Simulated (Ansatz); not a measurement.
Runs of Ansatz 0.2.0 on Si. Symmetry: P6/mmm, No. 191, hexagonal system. The conventional cell has a = 2.621 Å, b = 2.621 Å, c = 2.466 Å, α = 90.00°, β = 90.00°, γ = 120.00°. Si (site symmetry 6/mmm) is surrounded by 8 Si at 2.47 to 2.62 Å. This isn't the form of Si at room conditions, which is diamond.

| task | level | potentials or basis | cell | k mesh | cutoff (eV) | smearing | basis error allowed | mesh quality | gap on the mesh (eV) | pressure (GPa) |
| --- | --- | --- | --- | --- | --- | --- | --- | --- | --- | --- |
| single point | PBEsol | all-electron LAPW, scalar-relativistic | as given | 12 × 12 × 11 | 189 | gaussian 0.05 eV | 0.001 eV/atom | not flagged | none | 0.5 |
| single point | HSE06 | all-electron PAW datasets made for the crystal | as given | 8 × 8 × 8 | 220 | fermi-dirac 0.05 eV | - | coarse | none | - |
| single point | PBEsol | all-electron PAW datasets made for the crystal | as given | 8 × 8 × 8 | 200 | fermi-dirac 0.05 eV | - | coarse | none | 0.9 |
| single point | PBE0 | all-electron PAW datasets made for the crystal | as given | 8 × 8 × 8 | 220 | fermi-dirac 0.05 eV | - | coarse | none | - |
| band structure | LDA | all-electron LAPW, scalar-relativistic | as given | 12 × 12 × 11 | 190 | fermi-dirac 0.05 eV | 0.001 eV/atom | not flagged | - | (a) |
| relaxation of cell and atoms | PBEsol | all-electron LAPW, scalar-relativistic | relaxed | 12 × 12 × 11 | - | gaussian 0.05 eV | 0.001 eV/atom | not flagged | - | 0.0 |
| relaxation of the atoms | PBEsol | all-electron LAPW, scalar-relativistic | atoms relaxed from: cell strained at random at fixed volume | 12 × 12 × 11 | - | fermi-dirac 0.1 eV | 0.001 eV/atom | not flagged | - | 0.8 |
| single point | PBEsol | all-electron LAPW, scalar-relativistic | as given | 12 × 12 × 11 | 189 | fermi-dirac 0.05 eV | 0.001 eV/atom | not flagged | none | 0.6 |
| single point | r2SCAN50 | all-electron PAW datasets made for the crystal | as given | 6 × 6 × 6 | 200 | gaussian 0.01 eV | - | coarse | (b) | - |

Alike in all rows: no spin polarisation.

Q: Fill in the values left out.

A: (a) -1.0; (b) 1.33.

Caveats: some runs use coarse meshes; the k mesh is thin for a metal, which can move the energy by tens of meV per atom (some runs).

A k mesh can miss the band edges.

A gap of «none» marks a metal or a gap under the smearing width.

Not every run made on this cell is shown here.
